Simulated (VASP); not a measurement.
# KI (Fm-3m) in VASP: notebook

Aim: see how the results for KI move with the level of theory and the settings. Levels: RPBE+D4, BLYP, revPBE, RPBE. Tasks: single point.

All numbers are computed with VASP 6.6.1; they aren't measurements. Logs are shortened: lines on timing, memory, paths and dates and some standing lists are left out, and cuts for length are marked.

**Measured values to compare with.**

A printed reference work, monograph reports, for a bulk crystal of KI: band gap 6.32 eV.

How close the calculation comes is told below.

## (1) The cell of the first run

It takes space group Fm-3m (No. 225, cubic). Conventional cell: a = 7.179 Å, b = 7.179 Å, c = 7.179 Å, α = 90.00°, β = 90.00°, γ = 90.00°. Within 4.7 Å of I (site symmetry m-3m) lie 6 K at 3.59 Å. Within 4.7 Å of K (site symmetry m-3m) lie 6 I at 3.59 Å.

## (2) Single point, RPBE+D4

INCAR reads:

```
ALGO = Normal
EDIFF = 1E-7
ENCUT = 520
GGA = RP
ISIF = 2
ISMEAR = -1
IVDW = 13
LASPH = True
LCHARG = True
LELF = True
LREAL = False
LVHAR = True
LWAVE = False
NBANDS = 15
NELM = 100
PREC = Accurate
SIGMA = 0.05
```

KPOINTS reads:

```
k-points
0
Gamma
  7 7 7
```

POSCAR reads:

```
KI
1.0
    0.0000000000      3.5893070057      3.5893070057
    3.5893070057      0.0000000000      3.5893070057
    3.5893070057      3.5893070057      0.0000000000
I K
1 1
Direct
    0.5000000000      0.5000000000      0.5000000000
    0.0000000000      0.0000000000      0.0000000000
```

Potentials or basis: VASP PAW PBE potentials, release 64 (I, K_sv).

Command:

```bash
$ cat potpaw_PBE.64/I/POTCAR potpaw_PBE.64/K_sv/POTCAR > POTCAR
$ mpirun -np 1 vasp_std > vasp.out
```

OUTCAR:

```text
EDIFF = 1E-7
   ENCUT = 520
   GGA = RP
   ISIF = 2
   ISMEAR = -1
   IVDW = 13
   LASPH = True
   LREAL = False
   NELM = 100
   PREC = Accurate

 ion  position               nearest neighbor table
   1  0.500  0.500  0.500-   2 3.59   2 3.59   2 3.59   2 3.59   2 3.59   2 3.59
   2  0.000  0.000  0.000-   1 3.59   1 3.59   1 3.59   1 3.59   1 3.59   1 3.59

  LATTYP: Found a face centered cubic cell.
 ALAT       =     7.1786140114

  Lattice vectors:

 A1 = (   0.0000000000,   3.5893070057,   3.5893070057)
 A2 = (   3.5893070057,   0.0000000000,   3.5893070057)
 A3 = (   3.5893070057,   3.5893070057,   0.0000000000)

Analysis of symmetry for initial positions (statically):
=====================================================================
 Subroutine PRICEL returns:
 Original cell was already a primitive cell.

 Routine SETGRP: Setting up the symmetry group for a
 face centered cubic supercell.

 Subroutine GETGRP returns: Found 48 space group operations
 (whereof 48 operations were pure point group operations)
 out of a pool of 48 trial point group operations.

The static configuration has the point symmetry O_h .

Analysis of symmetry for dynamics (positions and initial velocities):
=====================================================================
 Subroutine PRICEL returns:
 Original cell was already a primitive cell.

 Routine SETGRP: Setting up the symmetry group for a
 face centered cubic supercell.

 Subroutine GETGRP returns: Found 48 space group operations
 (whereof 48 operations were pure point group operations)
 out of a pool of 48 trial point group operations.

The dynamic configuration has the point symmetry O_h .

 Subroutine INISYM returns: Found 48 space group operations
 (whereof 48 operations are pure point group operations),
 and found     1 'primitive' translations

----------------------------------------------------------------------------------------

                                     Primitive cell

  volume of cell :      92.4830

  direct lattice vectors                    reciprocal lattice vectors
     0.000000000  3.589307006  3.589307006    -0.139302656  0.139302656  0.139302656
     3.589307006  0.000000000  3.589307006     0.139302656 -0.139302656  0.139302656
     3.589307006  3.589307006  0.000000000     0.139302656  0.139302656 -0.139302656

  length of vectors
     5.076046647  5.076046647  5.076046647     0.241279278  0.241279278  0.241279278

  position of ions in fractional coordinates (direct lattice)
     0.500000000  0.500000000  0.500000000
     0.000000000  0.000000000  0.000000000

  ion indices of the primitive-cell ions
   primitive index   ion index
                 1           1
                 2           2

----------------------------------------------------------------------------------------

 KPOINTS: k-points

Automatic generation of k-mesh.
 Grid dimensions read from file:
 generate k-points for:    7    7    7

 Generating k-lattice:

  Cartesian coordinates                     Fractional coordinates (reciprocal lattice)
    -0.019900379  0.019900379  0.019900379     0.142857143  0.000000000  0.000000000
     0.019900379 -0.019900379  0.019900379     0.000000000  0.142857143  0.000000000
     0.019900379  0.019900379 -0.019900379     0.000000000  0.000000000  0.142857143

  Length of vectors
     0.034468468  0.034468468  0.034468468

  Shift w.r.t. Gamma in fractional coordinates (k-lattice)
     0.000000000  0.000000000  0.000000000

 Subroutine IBZKPT returns following result:
 ===========================================

 Found     20 irreducible k-points:

 Following reciprocal coordinates:
            Coordinates               Weight
  0.000000  0.000000  0.000000      1.000000
  0.142857  0.000000  0.000000      8.000000
  0.285714  0.000000  0.000000      8.000000
  0.428571  0.000000  0.000000      8.000000
  0.142857  0.142857  0.000000      6.000000
  0.285714  0.142857  0.000000     24.000000
[... 12 lines left out ...]
 -0.428571  0.428571  0.142857     24.000000
 -0.285714  0.428571  0.142857     24.000000
   k-points           NKPTS =     20   k-points in BZ     NKDIM =     20   number of bands    NBANDS=     15
   number of dos      NEDOS =    301   number of ions     NIONS =      2
   total plane-waves  NPLWV =  64000
   dimension x,y,z NGX =    40 NGY =   40 NGZ =   40
   dimension x,y,z NGXF=    80 NGYF=   80 NGZF=   80
   ions per type =               1   1
   NGX,Y,Z   is equivalent  to a cutoff of  13.10, 13.10, 13.10 a.u.
   NGXF,Y,Z  is equivalent  to a cutoff of  26.20, 26.20, 26.20 a.u.
 SYSTEM =  unknown system
   PREC   = accura    normal or accurate (medium, high low for compatibility)
   ISTART =      0    job   : 0-new  1-cont  2-samecut
   ICHARG =      2    charge: 1-file 2-atom 10-const
   ISPIN  =      1    spin polarized calculation?
   LNONCOLLINEAR =      F non collinear calculations
   LSORBIT =      F    spin-orbit coupling
   LASPH  =      T    aspherical Exc in radial PAW
   ENCUT  =  520.0 eV  38.22 Ry    6.18 a.u.   9.44  9.44  9.44*2*pi/ulx,y,z
   NELM   =    100;   NELMIN=  2; NELMDL= -5     # of ELM steps
   EDIFF  = 0.1E-06   stopping-criterion for ELM
   LREAL  =      F    real-space projection
   EDIFFG = 0.1E-05   stopping-criterion for IOM
   NSW    =      0    number of steps for IOM
   IBRION =     -1    ionic relax: 0-MD 1-quasi-New 2-CG
   NFREE  =      0    steps in history (QN), initial steepest desc. (CG)
   ISIF   =      2    stress and relaxation
   ISYM   =      2    0-nonsym 1-usesym 2-fastsym
   POTIM  = 0.5000    time-step for ionic-motion
   TEBEG  =    0.0;   TEEND  =   0.0 temperature during run
   PSTRESS=    0.0 pullay stress
   NELECT =      16.0000    total number of electrons
   NUPDOWN=      -1.0000    fix difference up-down
   EMIN   =  10.00;   EMAX   =-10.00  energy-range for DOS
   EFERMI =   0.00;   METHOD = LEGACY
   ISMEAR =    -1;   SIGMA  =   0.05  broadening in eV -4-tet -1-fermi 0-gaus
   EFERMI_NEDOS =   21; number of points for ismear=-14 and -15
   IALGO  =     38    algorithm
   IMIX   =      4    mixing-type and parameters
     AMIX     =   0.40;   BMIX     =  1.00
     AMIX_MAG =   1.60;   BMIX_MAG =  1.00
  volume/ion in A,a.u.               =      46.24       312.05
  Fermi-wavevector in a.u.,A,eV,Ry     =   0.912209  1.723825 11.321745  0.832125
  Thomas-Fermi vector in A             =   2.036578
   LORBIT       =      0    0 simple, 1 ext, 2 COOP (PROOUT), +10 PAW based schemes
   GGA     = RP    functional components
   LHFCALC =     F    Hartree Fock is set to
   AEXX    =    0.0000 exact exchange contribution
   IVDW    =    13    specifies the selected vdW correction
   LEPSILON=     F    determine dielectric tensor
   LRPA    =     F    only Hartree local field effects (RPA)
 non-spin polarized calculation
  energy-cutoff  :      520.00
  volume of cell :       92.48
 maximum number of plane-waves:      2521
 NGX is ok and might be reduce to    40
   NGX = 19   NGY = 19   NGZ = 19

 number of electron      16.0000001 magnetization

 Free energy of the ion-electron system (eV)
  ---------------------------------------------------
  ext. energy  EPLUGINS =         0.00000000
  ---------------------------------------------------
  free energy    TOTEN  =        -5.23893033 eV

  energy without entropy =       -5.23893033  energy(sigma->0) =       -5.23893033

 E-fermi :   0.5430     XC(G=0):  -6.6815

 val. band max:       -0.5331367963   @ k =   0.0000   0.0000   0.0000
 cond. band min:       3.6323348950   @ k =   0.0000   0.0000   0.0000
 fundamental gap:      4.1654716914
 Fermi energy:         0.5429821440

 k-point     1 :       0.0000    0.0000    0.0000
  band No.  band energies     occupation
      1     -29.2369      2.00000
      2     -12.6730      2.00000
      3     -12.6730      2.00000
      4     -12.6730      2.00000
      5     -10.9184      2.00000
      6      -0.5331      2.00000
      7      -0.5331      2.00000
      8      -0.5331      2.00000
      9       3.6323      0.00000
     10       6.1502      0.00000
     11       6.1502      0.00000
     12       6.1502      0.00000
     13       6.7805      0.00000
     14       6.7805      0.00000
     15       9.5414      0.00000

 k-point     2 :       0.1429    0.0000    0.0000
  band No.  band energies     occupation
      1     -29.2367      2.00000
      2     -12.6934      2.00000
      3     -12.6734      2.00000
      4     -12.6734      2.00000
      5     -10.8780      2.00000
      6      -0.8093      2.00000
      7      -0.5910      2.00000
      8      -0.5910      2.00000
      9       4.0769      0.00000
     10       6.0824      0.00000
     11       6.3554      0.00000
     12       6.3554      0.00000
     13       6.9961      0.00000
     14       6.9961      0.00000
     15      10.1424      0.00000

 k-point     3 :       0.2857    0.0000    0.0000
  band No.  band energies     occupation
      1     -29.2361      2.00000
      2     -12.7364      2.00000
      3     -12.6742      2.00000
      4     -12.6742      2.00000
      5     -10.7889      2.00000
      6      -1.3115      2.00000
      7      -0.7143      2.00000
      8      -0.7143      2.00000
      9       4.8448      0.00000
     10       6.3427      0.00000
     11       6.8721      0.00000
     12       6.8721      0.00000
     13       7.6157      0.00000
     14       7.6157      0.00000
     15       9.4656      0.00000

 k-point     4 :       0.4286    0.0000    0.0000
  band No.  band energies     occupation
      1     -29.2356      2.00000
      2     -12.7687      2.00000
      3     -12.6748      2.00000
      4     -12.6748      2.00000
      5     -10.7187      2.00000
      6      -1.6445      2.00000
      7      -0.8070      2.00000
      8      -0.8070      2.00000
      9       5.1711      0.00000
     10       7.1197      0.00000
     11       7.5093      0.00000
     12       7.5093      0.00000
     13       8.2246      0.00000
     14       8.2246      0.00000
     15       8.7895      0.00000
[... 235 lines left out ...]
 k-point    18 :      -0.4286    0.2857    0.1429
  band No.  band energies     occupation
      1     -29.2353      2.00000
      2     -12.7390      2.00000
      3     -12.6882      2.00000
      4     -12.6804      2.00000
      5     -10.7422      2.00000
      6      -1.4443      2.00000
      7      -1.0185      2.00000
      8      -0.8766      2.00000
      9       5.7231      0.00000
     10       6.3676      0.00000
     11       6.6130      0.00000
     12       7.9388      0.00000
     13       8.1312      0.00000
     14       8.4064      0.00000
     15       9.3536      0.00000

 k-point    19 :      -0.4286    0.4286    0.1429
  band No.  band energies     occupation
      1     -29.2351      2.00000
      2     -12.7141      2.00000
      3     -12.6903      2.00000
      4     -12.6898      2.00000
      5     -10.7697      2.00000
      6      -1.3580      2.00000
      7      -0.9737      2.00000
      8      -0.9469      2.00000
      9       5.2478      0.00000
     10       5.8650      0.00000
     11       7.0578      0.00000
     12       7.8579      0.00000
     13       8.1255      0.00000
     14       8.9470      0.00000
     15       9.3960      0.00000

 k-point    20 :      -0.2857    0.4286    0.1429
  band No.  band energies     occupation
      1     -29.2351      2.00000
      2     -12.7168      2.00000
      3     -12.6982      2.00000
      4     -12.6872      2.00000
      5     -10.7536      2.00000
      6      -1.2273      2.00000
      7      -1.2136      2.00000
      8      -0.9526      2.00000
      9       5.7687      0.00000
     10       6.2867      0.00000
     11       6.5071      0.00000
     12       7.6962      0.00000
     13       8.2347      0.00000
     14       8.8056      0.00000
     15       9.4697      0.00000

------------------------ aborting loop because EDIFF is reached ----------------------------------------

  DFT-D4 for vdW energy calculation

  Edisp (eV):   -0.46626

  FORCE on cell =-STRESS in cart. coord.  units (eV):
  Direction    XX          YY          ZZ          XY          YZ          ZX
  --------------------------------------------------------------------------------------
  -------------------------------------------------------------------------------------
  Total       0.02442     0.02442     0.02442     0.00000     0.00000     0.00000
  in kB       0.42303     0.42303     0.42303     0.00000     0.00000     0.00000
  external pressure =        0.42 kB  Pullay stress =        0.00 kB

 VOLUME and BASIS-vectors are now :
 -----------------------------------------------------------------------------
  energy-cutoff  :      520.00
  volume of cell :       92.48
      direct lattice vectors                 reciprocal lattice vectors
     0.000000000  3.589307006  3.589307006    -0.139302656  0.139302656  0.139302656
     3.589307006  0.000000000  3.589307006     0.139302656 -0.139302656  0.139302656
     3.589307006  3.589307006  0.000000000     0.139302656  0.139302656 -0.139302656

 POSITION                                       TOTAL-FORCE (eV/Angst)
 -----------------------------------------------------------------------------------
      3.58931      3.58931      3.58931         0.000000      0.000000      0.000000
      0.00000      0.00000      0.00000        -0.000000      0.000000      0.000000
 -----------------------------------------------------------------------------------
    total drift:                                0.000000     -0.000000     -0.000000

  FREE ENERGIE OF THE ION-ELECTRON SYSTEM (eV)
  ---------------------------------------------------
  free  energy   TOTEN  =        -5.7051908290 eV

  energy  without entropy=       -5.7051908290  energy(sigma->0) =       -5.70519083
```

It took 28 s on 1 thread of Intel Xeon Platinum 8559C (Emerald Rapids), shared host; peak memory 0.25 GiB.

Results:

* Free energy: -5.7052 eV
* Pressure: 0.0 GPa
* Band gap on the k mesh: 4.17 eV
* Dispersion energy per atom: -0.233 eV

Levels at points of the mesh, in eV from the valence-band top:
```
           k point  band 5  band 6  band 7  band 8  band 9  band 10  band 11  band 12
(0.00, 0.00, 0.00)  -10.39    0.00    0.00    0.00    4.17     6.68     6.68     6.68
```

Caveat: the PAW data sets were made with another functional, which shifts forces and pressure a little; spin-orbit coupling is left out, which moves the levels of the heavy elements; an odd mesh through Γ misses points on the zone boundary, where band edges can lie.

(Part 1 of 2 ends here.)
